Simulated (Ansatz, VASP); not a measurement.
## One calculation of Ag, two programs

```
CELL_PARAMETERS angstrom
2.90715 0.00000 0.00000
-1.45358 2.51767 0.00000
0.00000 0.00000 9.46690
ATOMIC_POSITIONS crystal
Ag 0.33333 0.66667 0.25000
Ag 0.66667 0.33333 0.75000
Ag 0.00000 0.00000 0.00000
Ag 0.00000 0.00000 0.50000
```

Alike in both runs: task relaxation of shape and atoms at fixed volume; functional PBE; k mesh 18 × 18 × 4; occupations gaussian, width 0.1 eV; no spin polarisation.

```csv
,VASP,Ansatz
version,VASP 6.6.1,Ansatz 0.2.0
potentials or method,"VASP PAW PBE potentials, release 64 (Ag)","scalar-relativistic, plane waves, PAW"
plane-wave cutoff (eV),600,420
valence electrons in the cell,44,76
```

|  | VASP | Ansatz | Ansatz less VASP |
| --- | --- | --- | --- |
| gap on the k mesh at the Fermi level, each at its own relaxed structure (eV) | none | none | - |
| relaxed volume (Å³/atom) | 17.32 | 17.32 | 0.000 |
| relaxed cell length with the largest relative difference (Å) | 2.907 | 2.907 | 0.0000 |

A gap of «none» marks a metal or a gap that the smearing closes. The two sets of potentials don't hold the same shells in valence.

Caveats: the relaxation stopped at its first step, so nothing moved.
